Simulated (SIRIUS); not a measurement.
Crystal: Sn.

```
Sn
1.0
    -1.89465    1.89465    1.89465
     1.89465   -1.89465    1.89465
     1.89465    1.89465   -1.89465
Sn
1
Direct
  0.00000 0.00000 0.00000
```

This isn't the form of Sn at room conditions, which is tetragonal (white tin).

```yaml
Program: SIRIUS 7.10.0
Task: single point
Functional: PBEsol
Potentials_or_basis: PseudoDojo 0.4.1 PBEsol standard (scalar relativistic)
Cutoff: 983 eV
Density_cutoff: 3932 eV
k_mesh: 10 × 10 × 10
Occupations: fermi-dirac, width 0.05 eV
Spin: no spin polarisation
```

On this cell: pressure -2.1 GPa; band gap on the k mesh none (metal or under the smearing width).

The same run follows on a disturbed copy (cell strained at random at fixed volume):

```
CELL_PARAMETERS angstrom
-1.87793 1.89840 1.91025
1.89462 -1.86981 1.89834
1.88740 1.87928 -1.88166
ATOMIC_POSITIONS crystal
Sn 0.00960 0.00631 0.99674
```

Task: What changes?

Result: The energy (extrapolated to zero smearing) moves by -0.7 meV/atom; pressure -2.1 GPa; band gap on the k mesh none (metal or under the smearing width).

Stress tensor (GPa, compression positive):
```
-2.23  0.17  0.18
 0.17 -2.28  0.18
 0.18  0.18 -1.73
```
